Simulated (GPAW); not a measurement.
# GaN (F-43m) in GPAW: notebook, part 2 of 2

GPAW 26.7.0.

### Step 3. Band structure, r2SCAN, spin-orbit coupling, no magnetisation

The input, run.py:

```python
import numpy as np
from ase.dft.bandgap import bandgap
from ase.io import read, write
from ase.units import GPa
from gpaw import GPAW, PW
from gpaw.spinorbit import soc_eigenstates

atoms = read('GaN.xyz')

calc = GPAW(mode=PW(800),
            xc='MGGA_X_R2SCAN+MGGA_C_R2SCAN',
            kpts={'size': (10, 10, 10), 'gamma': True},
            occupations={'name': 'fermi-dirac', 'width': 0.05},
            nbands=11,
            convergence={'density': 1e-05, 'energy': 1e-05},
            maxiter=150,
            txt='gpaw.txt')
atoms.calc = calc
energy = atoms.get_potential_energy()
forces = atoms.get_forces()
stress = atoms.get_stress()
calc.write('gs.gpw')
write('result.traj', atoms)
print(f'Energy: {energy:.6f} eV')
print('Forces (eV/A):')
print(forces.round(4))
print('Stress (GPa):', (stress / GPa).round(3))
print('Fermi level:', round(calc.get_fermi_level(), 4), 'eV')
print(f'Gap: {bandgap(calc)[0]:.4f} eV, direct: {bandgap(calc, direct=True)[0]:.4f} eV')

path = atoms.cell.bandpath('GXWKGLUWLK,UX', npoints=60, eps=1e-4)
bs_calc = calc.fixed_density(kpts=path, symmetry='off', nbands=19,
                             convergence={'bands': 'CBM+6.0', 'eigenstates': 1e-6}, txt='bands.txt')
bs = bs_calc.band_structure()
bs.write('bs.json')
print(f'Gap on the path: {bandgap(bs_calc)[0]:.4f} eV')

soc = soc_eigenstates(bs_calc, theta=90, phi=45, ignore_xc_potential=True)
np.savetxt('soc_bands.dat', soc.eigenvalues(), fmt='%.4f')
mesh = soc_eigenstates('gs.gpw', theta=90, phi=45, ignore_xc_potential=True)
np.savetxt('soc_mesh.dat', mesh.eigenvalues(), fmt='%.4f')
print('Fermi level with spin-orbit coupling:', round(mesh.fermi_level, 4), 'eV')
```

The input, GaN.xyz:

```xyz
2
Lattice="0.0000000000 2.2535006075 2.2535006075 2.2535006075 0.0000000000 2.2535006075 2.2535006075 2.2535006075 0.0000000000" Properties=species:S:1:pos:R:3 pbc="T T T"
Ga     0.0000000000      0.0000000000      0.0000000000
N      1.1267503038      1.1267503038      1.1267503038
```

Potentials or basis: GPAW PAW data sets (gpaw-data 1.2.1), pw.

Command:

```bash
$ OMP_NUM_THREADS=1 python run.py
```

Run time: 60 s. Hardware: 1 thread of Intel Xeon Platinum 8488C (Sapphire Rapids), shared host; peak memory 0.29 GiB.

Results (log left out):

```
Free energy             : -20.6234 eV
Pressure                : 4.5 GPa
Band gap on the k mesh  : 2.29 eV, direct
Band gap along the path : 2.29 eV, direct
```

Levels at the corners of the path, in eV from the valence-band top:
| point | band 5 | band 6 | band 7 | band 8 | band 9 | band 10 | band 11 | band 12 |
| --- | --- | --- | --- | --- | --- | --- | --- | --- |
| Γ | 0.00 | 0.00 | 0.00 | 0.00 | 2.29 | 2.29 | 10.87 | 10.87 |
| X | -2.76 | -2.76 | -2.71 | -2.71 | 3.82 | 3.82 | 7.34 | 7.34 |
| W | -3.86 | -3.85 | -3.65 | -3.60 | 6.80 | 6.81 | 9.27 | 9.28 |
| K | -4.36 | -4.32 | -2.21 | -2.20 | 5.54 | 5.54 | 8.67 | 8.67 |
| Γ | 0.00 | 0.00 | 0.00 | 0.00 | 2.29 | 2.29 | 10.87 | 10.87 |
| L | -1.00 | -1.00 | -0.97 | -0.97 | 5.30 | 5.30 | 9.55 | 9.55 |
| U | -4.36 | -4.32 | -2.21 | -2.20 | 5.54 | 5.54 | 8.67 | 8.67 |
| W | -3.86 | -3.85 | -3.65 | -3.60 | 6.80 | 6.81 | 9.27 | 9.28 |
| L | -1.00 | -1.00 | -0.97 | -0.97 | 5.30 | 5.30 | 9.55 | 9.55 |
| K | -4.36 | -4.32 | -2.21 | -2.20 | 5.54 | 5.54 | 8.67 | 8.67 |
| U | -4.36 | -4.32 | -2.21 | -2.20 | 5.54 | 5.54 | 8.67 | 8.67 |
| X | -2.76 | -2.76 | -2.71 | -2.71 | 3.82 | 3.82 | 7.34 | 7.34 |

Caveat: the data sets keep Ga 3d, Li 1s and Be 1s frozen, and some such compounds lay over 1.5 % in volume off other programs; spin-orbit coupling was added after a scalar SCF, so levels and gaps hold it while energy, forces, pressure and moments don't; this program's spin-orbit splittings come out too wide for heavy elements; the PAW data sets were made with another functional, which shifts forces and pressure a little.

### Step 4. Equation of state, revPBE+D4

The input, run.py:

```python
from ase.calculators.mixing import SumCalculator
from ase.eos import EquationOfState
from ase.io import Trajectory, read
from ase.units import GPa
from dftd4.ase import DFTD4
from gpaw import GPAW, PW

atoms = read('GaN.xyz')

traj = Trajectory('eos.traj', 'w')
volumes, energies = [], []
for x in [0.94, 0.96, 0.98, 1.0, 1.02, 1.04, 1.06]:
    a = atoms.copy()
    a.set_cell(atoms.cell * x**(1 / 3), scale_atoms=True)
    calc = GPAW(mode=PW(800),
                xc='revPBE',
                kpts={'size': (10, 10, 10), 'gamma': True},
                occupations={'name': 'fermi-dirac', 'width': 0.05},
                nbands=11,
                convergence={'density': 1e-05, 'energy': 1e-05},
                maxiter=150,
                txt=f'eos-{x:.2f}.txt')
    a.calc = SumCalculator([calc, DFTD4(method='revpbe')])
    energies.append(a.get_potential_energy())
    volumes.append(a.get_volume())
    p = -a.get_stress()[:3].mean() / GPa
    calc.write(f'eos-{x:.2f}.gpw')
    traj.write(a)
    print(f'{x:.2f} {volumes[-1]:10.4f} A^3 {energies[-1]:14.6f} eV {p:9.3f} GPa', flush=True)

v0, e0, B = EquationOfState(volumes, energies, eos='birchmurnaghan').fit()
print(f'V0 = {v0:.4f} A^3, E0 = {e0:.6f} eV, B0 = {B / GPa:.2f} GPa')
```

GaN.xyz is that of step 3.

Potentials or basis: the program's PAW data sets (release 1.2.1) made for this functional, pw.

Command:

```bash
$ OMP_NUM_THREADS=1 python run.py
```

What it wrote:

```text
__  _  _
 | _ |_)|_||  |
 |__||  | ||/\| - 26.7.0

Input parameters:
  mode=PW(ecut=800.0),
  convergence={'density': 1e-05, 'energy': 1e-05},
  kpts=MonkhorstPack(size=(10, 10, 10), gamma=True),
  maxiter=150,
  nbands=11,
  occupations=Occupations(name='fermi-dirac', width=0.05),
  xc=XC(name='revPBE')

Diagonalizing LCAO Hamiltonian
Converting LCAO to pw mode

           N
       Ga

Atoms  # Å, Bohr magnetons
|   | symbol |        x |        y |        z |    initial magnetic moments |
|---|--------|----------|----------|----------|-----------------------------|
| 0 |     Ga | 0.000000 | 0.000000 | 0.000000 | ( 0.0000,  0.0000,  0.0000) |
| 1 |      N | 1.103749 | 1.103749 | 1.103749 | ( 0.0000,  0.0000,  0.0000) |

Unit cell  # Å
| periodic |        x |        y |        z |  lengths |    angles |
|----------|----------|----------|----------|----------|-----------|
|      yes | 0.000000 | 2.207498 | 2.207498 | 3.121873 | 60.000000 |
|      yes | 2.207498 | 0.000000 | 2.207498 | 3.121873 | 60.000000 |
[... 174 lines left out ...]

Converged in 10 steps
Energy contributions relative to reference atoms: (reference = -54372.123966)

Energy contributions:
  Kinetic:          45.637970
  Coulomb:         -39.616327
  Zero:              0.156285
  External:          0.000000
  Xc:              -17.335482
  Entropy:          -0.000000
  Spinorbit:         0.000000
  ----------------------------
  Free energy:     -11.157554
  Extrapolated:    -11.157554

dipole moment: (-12.331248, -12.331248, -12.331248)  # |e|*Ang

Fermi level: 8.246
Eigenvalues  # (at kpt = [0.000, 0.000, 0.000])
| band index |      eig [eV] | occ [0-2] |
|------------|---------------|-----------|
|          0 |        -9.169 |     2.000 |
|          1 |         7.255 |     2.000 |
|          2 |         7.255 |     2.000 |
|          3 |         7.255 |     2.000 |
|          4 |         9.518 |     0.000 |
|          5 |        18.130 |     0.000 |
|          6 |        18.130 |     0.000 |
|          7 |        18.130 |     0.000 |
|          8 |        25.920 |     0.000 |
|          9 |        26.121 |     0.000 |
|         10 |        26.135 |     0.000 |

Gap: 2.263 eV
Transition (v -> c):
  (s=0, k=0, n=3, [0.00, 0.00, 0.00]) -> (s=0, k=0, n=4, [0.00, 0.00, 0.00])
No difference between direct/indirect transitions

Stress tensor  # eV/Ang^3
|         x |         y |         z |
|-----------|-----------|-----------|
| -0.206416 |  0.000000 |  0.000000 |
|  0.000000 | -0.206416 | -0.000000 |
|  0.000000 | -0.000000 | -0.206416 |

# Writing to eos-0.94.gpw (mode='')
```

stdout:

```text
0.94    21.5145 A^3     -12.708914 eV    19.920 GPa
0.96    21.9722 A^3     -12.759289 eV    14.095 GPa
0.98    22.4300 A^3     -12.793647 eV     8.873 GPa
1.00    22.8877 A^3     -12.813896 eV     4.203 GPa
1.02    23.3455 A^3     -12.821573 eV     0.027 GPa
1.04    23.8033 A^3     -12.817949 eV    -3.713 GPa
1.06    24.2610 A^3     -12.804075 eV    -7.053 GPa
V0 = 23.4176 A^3, E0 = -12.821711 eV, B0 = 198.73 GPa
```

Wall time 82 s (1 thread of AMD EPYC 7R13 (Zen 3), shared host); peak memory 0.23 GiB.

What came out:

```
Equilibrium volume                      : 11.71 Å³/atom
Bulk modulus                            : 199 GPa
Pressure derivative of the bulk modulus : 4.7
```

Energy against volume, from the lowest point:
| volume (Å³/atom) | energy (meV/atom) |
| --- | --- |
| 10.757 | 56.33 |
| 10.986 | 31.14 |
| 11.215 | 13.96 |
| 11.444 | 3.84 |
| 11.673 | 0.00 |
| 11.902 | 1.81 |
| 12.131 | 8.75 |

Caveat: the data sets keep Ga 3d, Li 1s and Be 1s frozen, and some such compounds lay over 1.5 % in volume off other programs.

### Step 5. Equation of state, PBE

Edit run.py of step 4 so:

```diff
@@ -1,2 +1 @@
-from ase.calculators.mixing import SumCalculator
 from ase.eos import EquationOfState
@@ -4,6 +3,5 @@
 from ase.units import GPa
-from dftd4.ase import DFTD4
 from gpaw import GPAW, PW
 
-atoms = read('GaN.xyz')
+atoms = read('POSCAR')
 
@@ -15,3 +13,3 @@
     calc = GPAW(mode=PW(800),
-                xc='revPBE',
+                xc='PBE',
                 kpts={'size': (10, 10, 10), 'gamma': True},
@@ -22,4 +20,4 @@
                 txt=f'eos-{x:.2f}.txt')
-    a.calc = SumCalculator([calc, DFTD4(method='revpbe')])
-    energies.append(a.get_potential_energy())
+    a.calc = calc
+    energies.append(a.get_potential_energy(force_consistent=True))
     volumes.append(a.get_volume())
```

The input, POSCAR:

```
GaN
1.0
    0.0000000000      2.2535006075      2.2535006075
    2.2535006075      0.0000000000      2.2535006075
    2.2535006075      2.2535006075      0.0000000000
Ga N
1 1
Direct
    0.0000000000      0.0000000000      0.0000000000
    0.2500000000      0.2500000000      0.2500000000
```

Potentials or basis: GPAW PAW data sets (gpaw-data 1.2.1), pw.

Command:

```bash
$ OMP_NUM_THREADS=1 python run.py
```

It took 68 s on 1 thread of AMD EPYC 7R13 (Zen 3), shared host; peak memory 0.22 GiB.

Results (log left out):

```
Equilibrium volume : 12.18 Å³/atom (rough: see the caveat)
Bulk modulus       : 182 GPa (rough)
```

Energy against volume, from the lowest point:
```tsv
volume (Å³/atom)	energy (meV/atom)
10.757	119.63
10.986	80.88
11.215	50.84
11.444	28.46
11.673	12.96
11.902	3.66
12.131	0.00
```

Caveat: the data sets keep Ga 3d, Li 1s and Be 1s frozen, and some such compounds lay over 1.5 % in volume off other programs; the minimum lies outside the volumes run.

### Step 6. Summary

```tsv
task	level	potentials or basis	spin	band path	band points	spin axis theta (degrees)	spin axis phi (degrees)	gap on the mesh (eV)	pressure (GPa)
band structure	BP86	PAW data sets generated in the run's folder for this functional, pw	SOC, no magnetisation	GXWKGLUWLK,UX	60	90	45	1.84	12.2
band structure	r2SCAN	GPAW PAW data sets (gpaw-data 1.2.1), pw	SOC, no magnetisation	GXWKGLUWLK,UX	60	90	45	2.29	4.5
equation of state	revPBE+D4	the program's PAW data sets (release 1.2.1) made for this functional, pw	off	-	-	-	-	-	-
equation of state	PBE	GPAW PAW data sets (gpaw-data 1.2.1), pw	off	-	-	-	-	-	-
```

Alike in all rows: cell as given; k mesh 10 × 10 × 10; cutoff (eV) 800; smearing fermi-dirac 0.05 eV.

Caveats: the data sets keep Ga 3d, Li 1s and Be 1s frozen, and some such compounds lay over 1.5 % in volume off other programs; spin-orbit coupling was added after a scalar SCF, so levels and gaps hold it while energy, forces, pressure and moments don't (some runs); this program's spin-orbit splittings come out too wide for heavy elements (some runs); the PAW data sets were made with another functional, which shifts forces and pressure a little (some runs); the minimum lies outside the volumes run (some runs).

Absolute energies hang on the potentials; compare differences alone.

### Step 7. Against experiment

Step 2. A measured gap of GaN is 3.299 eV (direct; 0 K; a printed reference work, textbook); the calculated 1.84 eV misses it by -1.46 eV. The value is that of BP86, without temperature or zero-point motion. The cell is a database's relaxed one, not the measured one, which moves gaps too.

Step 3. Measured gap of GaN: 3.299 eV (direct; 0 K; a printed reference work, textbook). This calculation gives 2.29 eV (-1.01 eV). The value is that of r2SCAN, without temperature or zero-point motion. The cell is a database's relaxed one, not the measured one, which moves gaps too.
